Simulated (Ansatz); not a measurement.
Computed with DFT PBE, scalar-relativistic, plane waves, PAW in Ansatz. Settings: cutoff 420 eV, Γ-centred meshes spaced at most about 0.3 Å⁻¹, and about 0.25 Å⁻¹ or finer for metals (2π included), Gaussian smearing. No spin polarisation.

Each guess is relaxed in cell and atoms at zero pressure, on a coarse mesh first where it starts far from rest and then on a converged one. The steps can't lower the symmetry of the start, but it can rise. Energies are static (0 K, no zero-point motion).

Two unrelaxed guesses for MoS:

A. (collinear spin from parallel moments)

```xyz
2
Lattice="3.4404 0.0000 0.0000 0.0000 3.4404 0.0000 0.0000 0.0000 3.4404" Properties=species:S:1:pos:R:3 pbc="T T T"
Mo    1.7202    1.7202    1.7202
S     0.0000    0.0000    0.0000
```

B. (collinear spin from parallel moments)

```xyz
2
Lattice="3.2922 0.0000 0.0000 0.0000 3.2922 0.0000 0.0000 0.0000 4.1024" Properties=species:S:1:pos:R:3 pbc="T T T"
Mo    0.0000    0.0000    0.0000
S     1.6461    1.6461    2.0512
```

Problem. Do they relax into the same structure? If not, which is lower?

Solution. Yes. Both fall into one structure. A: Pm-3m at 20.4 Å³/atom → Pm-3m (caesium chloride type) at 13.6 Å³/atom; B: P4/mmm at 22.2 Å³/atom → Pm-3m (caesium chloride type) at 13.6 Å³/atom. Conventional cell: a = 3.005 Å. Around Mo lie 8 S at 2.60 Å and 6 Mo at 3.00 Å; S has 8 Mo at 2.60 Å and 6 S at 3.00 Å.

```
Mo S
1.0
     3.00476    0.00000    0.00000
     0.00000    3.00476    0.00000
     0.00000    0.00000    3.00476
Mo S
1 1
Direct
  0.00000 0.00000 0.00000
  0.50000 0.50000 0.50000
```

Ends held by symmetry can be saddle points. This end isn't the lowest form computed: that has space group P2_13 (No. 198) and lies 197 meV/atom below it. Some types were kept out of the candidates beforehand, so the set may lack a known form.
